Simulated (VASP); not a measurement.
# Si in VASP: a series of runs

Aim: see how the results for Si move with the level of theory and the settings. Levels: PBE+D3(BJ), r2SCAN. Tasks: band structure.

Everything below comes from runs of VASP 6.6.1. Logs are shortened: lines on timing, memory, paths and dates and some standing lists are left out, and cuts for length are marked.

## (1) The slab as given

The cell holds a slab with vacuum, 2 atoms: a = 3.848 Å, b = 3.848 Å, c = 18.444 Å, α = 90.00°, β = 90.00°, γ = 120.00°.

The cell was built by a generator and needn't be a form met in nature.

## (2) Band structure, PBE+D3(BJ)

Contents of INCAR:

```
SYSTEM = Si
ALGO = Fast ; DIPOL = 0.5 0.5 0.500
EDIFF = 1E-6 ; ENCUT = 520
GGA = PE ; IDIPOL = 3
ISIF = 2 ; ISMEAR = 0
IVDW = 12 ; LASPH = .True.
LCHARG = .False. ; LDIPOL = .True.
LREAL = .False. ; LVACPOTAV = .True.
LVHAR = .True. ; LWAVE = .False.
NBANDS = 11 ; NELM = 80
PREC = Accurate ; SIGMA = 0.03
```

Contents of KPOINTS:

```
k-points
0
Gamma
  9 9 1
  0 0 0
```

Contents of POSCAR:

```
Si                                      
1.0
    3.8476358906     -0.0000000001      0.0000000000
   -1.9238179505      3.3321504288      0.0000000000
    0.0000000000      0.0000000000     18.4440000000
  Si            
     2
Direct
     0.3333333300000021    0.6666666699999979    0.5127417450485645
     0.6666666699999979    0.3333333300000021    0.4872582549514355
```

Contents of KPOINTS_OPT:

```
explicit points
67
Reciprocal
 0.0000000000  0.0000000000  0.0000000000 1
 0.0357142900  0.0000000000  0.0000000000 1
 0.0714285700  0.0000000000  0.0000000000 1
 0.1071428600  0.0000000000  0.0000000000 1
 0.1428571400  0.0000000000  0.0000000000 1
 0.1785714300  0.0000000000  0.0000000000 1
 0.2142857100  0.0000000000  0.0000000000 1
 0.2500000000  0.0000000000  0.0000000000 1
 0.2857142900  0.0000000000  0.0000000000 1
 0.3214285700  0.0000000000  0.0000000000 1
 0.3571428600  0.0000000000  0.0000000000 1
 0.3928571400  0.0000000000  0.0000000000 1
 0.4285714300  0.0000000000  0.0000000000 1
 0.4642857100  0.0000000000  0.0000000000 1
 0.5000000000  0.0000000000  0.0000000000 1
 0.4791666700  0.0416666700  0.0000000000 1
 0.4583333300  0.0833333300  0.0000000000 1
 0.4375000000  0.1250000000  0.0000000000 1
 0.4166666700  0.1666666700  0.0000000000 1
 0.3958333300  0.2083333300  0.0000000000 1
 0.3750000000  0.2500000000  0.0000000000 1
 0.3541666700  0.2916666700  0.0000000000 1
 0.3333333300  0.3333333300  0.0000000000 1
 0.3137254900  0.3137254900  0.0000000000 1
 0.2941176500  0.2941176500  0.0000000000 1
 0.2745098000  0.2745098000  0.0000000000 1
 0.2549019600  0.2549019600  0.0000000000 1
 0.2352941200  0.2352941200  0.0000000000 1
 0.2156862700  0.2156862700  0.0000000000 1
 0.1960784300  0.1960784300  0.0000000000 1
 0.1764705900  0.1764705900  0.0000000000 1
 0.1568627500  0.1568627500  0.0000000000 1
 0.1372549000  0.1372549000  0.0000000000 1
 0.1176470600  0.1176470600  0.0000000000 1
 0.0980392200  0.0980392200  0.0000000000 1
 0.0784313700  0.0784313700  0.0000000000 1
 0.0588235300  0.0588235300  0.0000000000 1
 0.0392156900  0.0392156900  0.0000000000 1
 0.0196078400  0.0196078400  0.0000000000 1
 0.0000000000  0.0000000000  0.0000000000 1
 0.0000000000  0.0000000000  0.0000000000 1
 0.0071953300 -0.0035976600  0.0000000000 1
-0.0071953300  0.0035976600  0.0000000000 1
 0.0209863700 -0.0104931900  0.0000000000 1
-0.0209863700  0.0104931900  0.0000000000 1
 0.0000000000  0.0062313400  0.0000000000 1
 0.0000000000 -0.0062313400  0.0000000000 1
 0.0000000000  0.0181747300  0.0000000000 1
 0.0000000000 -0.0181747300  0.0000000000 1
 0.5000000000  0.0000000000  0.0000000000 1
 0.5071953300 -0.0035976600  0.0000000000 1
 0.4928046700  0.0035976600  0.0000000000 1
 0.5209863700 -0.0104931900  0.0000000000 1
 0.4790136300  0.0104931900  0.0000000000 1
 0.5000000000  0.0062313400  0.0000000000 1
 0.5000000000 -0.0062313400  0.0000000000 1
 0.5000000000  0.0181747300  0.0000000000 1
 0.5000000000 -0.0181747300  0.0000000000 1
 0.3333333300  0.3333333300  0.0000000000 1
 0.3405286600  0.3297356700  0.0000000000 1
 0.3261380000  0.3369309900  0.0000000000 1
 0.3543197000  0.3228401400  0.0000000000 1
 0.3123469600  0.3438265200  0.0000000000 1
 0.3333333300  0.3395646700  0.0000000000 1
 0.3333333300  0.3271019900  0.0000000000 1
 0.3333333300  0.3515080600  0.0000000000 1
 0.3333333300  0.3151586000  0.0000000000 1
```

Potentials or basis: VASP PAW PBE potentials, release 64 (Si).

Command:

```sh
cat potpaw_PBE.64/Si/POTCAR > POTCAR
mpirun -np 1 vasp_std > vasp.out
```

OUTCAR:

```text
SYSTEM = Si
   EDIFF = 1E-6
   ENCUT = 520
   GGA = PE
   ISIF = 2
   ISMEAR = 0
   IVDW = 12
   LASPH = .True.
   LREAL = .False.
   NELM = 80
   PREC = Accurate
 IVDW          = 12

 ion  position               nearest neighbor table
   1  0.333  0.667  0.513-   2 2.27   2 2.27   2 2.27
   2  0.667  0.333  0.487-   1 2.27   1 2.27   1 2.27

  LATTYP: Found a hexagonal cell.
 ALAT       =     3.8476358906
 C/A-ratio  =     4.7935928774

  Lattice vectors:

 A1 = (   3.8476358906,  -0.0000000001,   0.0000000000)
 A2 = (  -1.9238179505,   3.3321504288,   0.0000000000)
 A3 = (   0.0000000000,   0.0000000000,  18.4440000000)

Analysis of symmetry for initial positions (statically):
=====================================================================
 Subroutine PRICEL returns:
 Original cell was already a primitive cell.

 Routine SETGRP: Setting up the symmetry group for a
 hexagonal supercell.

 Subroutine GETGRP returns: Found 12 space group operations
 (whereof 12 operations were pure point group operations)
 out of a pool of 24 trial point group operations.

The static configuration has the point symmetry D_3d.

Analysis of symmetry for dynamics (positions and initial velocities):
=====================================================================
 Subroutine PRICEL returns:
 Original cell was already a primitive cell.

 Routine SETGRP: Setting up the symmetry group for a
 hexagonal supercell.

 Subroutine GETGRP returns: Found 12 space group operations
 (whereof 12 operations were pure point group operations)
 out of a pool of 24 trial point group operations.

The dynamic configuration has the point symmetry D_3d.

 Subroutine INISYM returns: Found 12 space group operations
 (whereof 12 operations are pure point group operations),
 and found     1 'primitive' translations

----------------------------------------------------------------------------------------

                                     Primitive cell

  volume of cell :     236.4687

  direct lattice vectors                    reciprocal lattice vectors
     3.847635891 -0.000000000  0.000000000     0.259899852  0.150053250  0.000000000
    -1.923817950  3.332150429  0.000000000     0.000000000  0.300106499  0.000000000
     0.000000000  0.000000000 18.444000000     0.000000000  0.000000000  0.054218174

  length of vectors
     3.847635891  3.847635896 18.444000000     0.300106500  0.300106499  0.054218174

  position of ions in fractional coordinates (direct lattice)
     0.333333330  0.666666670  0.512741745
     0.666666670  0.333333330  0.487258255

[... 77 lines left out ...]
   EFERMI =   0.00;   METHOD = LEGACY
   ISMEAR =     0;   SIGMA  =   0.03  broadening in eV -4-tet -1-fermi 0-gaus
   EFERMI_NEDOS =   21; number of points for ismear=-14 and -15
   IALGO  =     68    algorithm
   IMIX   =      4    mixing-type and parameters
     AMIX     =   0.40;   BMIX     =  1.00
     AMIX_MAG =   1.60;   BMIX_MAG =  1.00
  volume/ion in A,a.u.               =     118.23       797.88
  Fermi-wavevector in a.u.,A,eV,Ry     =   0.529477  1.000566  3.814335  0.280346
  Thomas-Fermi vector in A             =   1.551591
   LORBIT       =      0    0 simple, 1 ext, 2 COOP (PROOUT), +10 PAW based schemes
   GGA     = PE    functional components
   LHFCALC =     F    Hartree Fock is set to
   AEXX    =    0.0000 exact exchange contribution
   IVDW    =    12    specifies the selected vdW correction
   LEPSILON=     F    determine dielectric tensor
   LRPA    =     F    only Hartree local field effects (RPA)
 non-spin polarized calculation
 RMM-DIIS sequential band-by-band and
 Gauss-broadening in eV      SIGMA  =   0.03
  energy-cutoff  :      520.00
  volume of cell :      236.47
 maximum number of plane-waves:      6399
 NGX is ok and might be reduce to    30
   NGX = 15   NGY = 15   NGZ = 69

 number of electron       8.0000001 magnetization

 dipolmoment           0.000000      0.000000     -0.000000 electrons x Angstroem

 Free energy of the ion-electron system (eV)
  ---------------------------------------------------
  ext. energy  EPLUGINS =         0.00000000
  ---------------------------------------------------
  free energy    TOTEN  =        -9.56064453 eV

  energy without entropy =       -9.55980869  energy(sigma->0) =       -9.56022661

 E-fermi :  -2.7874     XC(G=0):  -2.3454

 val. band max:       -2.7874341320   @ k =   0.3333   0.3333   0.0000
 cond. band min:      -2.7874338484   @ k =   0.3333   0.3333   0.0000
 fundamental gap:      0.0000002835
 Fermi energy:        -2.7874339902

 k-point     1 :       0.0000    0.0000    0.0000
  band No.  band energies     occupation
      1     -13.8945      2.00000
      2      -5.9897      2.00000
      3      -3.9805      2.00000
      4      -3.9805      2.00000
      5      -0.7370      0.00000
      6      -0.2583      0.00000
      7       0.2522      0.00000
      8       0.2522      0.00000
      9       1.5951      0.00000
     10       1.8469      0.00000
     11       2.8733      0.00000
[... 141 lines left out ...]
 k-point    12 :       0.3333    0.3333    0.0000
  band No.  band energies     occupation
      1     -10.6014      2.00000
      2     -10.6014      2.00000
      3      -7.2553      2.00000
      4      -2.7874      1.00001
      5      -2.7874      0.99999
      6       1.2058      0.00000
      7       2.9317      0.00000
      8       3.4300      0.00000
      9       3.4300      0.00000
     10       4.4629      0.00000
     11       4.4629      0.00000

------------------------ aborting loop because EDIFF is reached ----------------------------------------

 Edisp (eV)   -0.38169

 E8    (eV) :    -0.1696

  FORCE on cell =-STRESS in cart. coord.  units (eV):
  Direction    XX          YY          ZZ          XY          YZ          ZX
  --------------------------------------------------------------------------------------
  -------------------------------------------------------------------------------------
  Total      -0.00146    -0.00146    -0.00659     0.00000     0.00000    -0.00000
  in kB      -0.00987    -0.00987    -0.04467     0.00000     0.00000    -0.00000
  external pressure =       -0.02 kB  Pullay stress =        0.00 kB

 VOLUME and BASIS-vectors are now :
 -----------------------------------------------------------------------------
  energy-cutoff  :      520.00
  volume of cell :      236.47
      direct lattice vectors                 reciprocal lattice vectors
     3.847635891 -0.000000000  0.000000000     0.259899852  0.150053250  0.000000000
    -1.923817950  3.332150429  0.000000000     0.000000000  0.300106499  0.000000000
     0.000000000  0.000000000 18.444000000     0.000000000  0.000000000  0.054218174

 POSITION                                       TOTAL-FORCE (eV/Angst)
 -----------------------------------------------------------------------------------
     -0.00000      2.22143      9.45701        -0.000000      0.000000     -0.001086
      1.92382      1.11072      8.98699         0.000000     -0.000000      0.001086
 -----------------------------------------------------------------------------------
    total drift:                                0.000000      0.000000      0.000000

  FREE ENERGIE OF THE ION-ELECTRON SYSTEM (eV)
  ---------------------------------------------------
  free  energy   TOTEN  =        -9.9423313369 eV

  energy  without entropy=       -9.9414955005  energy(sigma->0) =       -9.94191342

 vacuum level on the upper side and lower side of the slab         1.805         1.805
```

It took 89 s on 1 thread of AMD EPYC 9R45 (Zen 5), shared host; peak memory 0.33 GiB.

Results:

| Property | Result |
| --- | --- |
| Free energy | -9.9423 eV |
| Band gap along the path | none (metal or under the smearing width) |
| Dispersion energy per atom | -0.191 eV |
| Work function of the upper face | 4.59 eV |
| Work function of the lower face | 4.59 eV |

## (3) Band structure, r2SCAN

Contents of INCAR:

```
SYSTEM = Si
ALGO = All ; AMIN = 0.01
DIPOL = 0.5 0.5 0.500 ; EDIFF = 1E-6
ENCUT = 520 ; IDIPOL = 3
ISIF = 2 ; ISMEAR = 0
LASPH = .True. ; LCHARG = .False.
LDIPOL = .True. ; LMIXTAU = .True.
LREAL = .False. ; LVACPOTAV = .True.
LVHAR = .True. ; LWAVE = .False.
METAGGA = R2SCAN ; NBANDS = 11
NELM = 120 ; PREC = Accurate
SIGMA = 0.03
```

KPOINTS is that of step 2.

POSCAR is that of step 2.

KPOINTS_OPT is that of step 2.

Potentials or basis: VASP PAW PBE potentials, release 64 (Si).

Command:

```sh
cat potpaw_PBE.64/Si/POTCAR > POTCAR
mpirun -np 1 vasp_std > vasp.out
```

It took 5.4 min on 1 thread of AMD EPYC 9R45 (Zen 5), shared host; peak memory 0.34 GiB.

It converged, with:

```yaml
Free_energy: -16.1173 eV
Largest_force: 0.171 eV/Å
Band_gap_along_the_path: none (metal or under the smearing width)
Work_function_of_the_upper_face: 4.69 eV
Work_function_of_the_lower_face: 4.69 eV
```

Forces in eV/Å, atoms in the order of the input:
```
Si   0.000  0.000 -0.171
Si   0.000  0.000  0.171
```

Levels at points of the mesh, in eV from the Fermi level:
| k point | band 2 | band 3 | band 4 | band 5 | band 6 | band 7 |
| --- | --- | --- | --- | --- | --- | --- |
| (0.00, 0.00, 0.00) | -3.41 | -1.28 | -1.28 | 2.51 | 2.81 | 3.25 |

Caveat: the PAW data sets were made with another functional, which shifts forces and pressure a little.
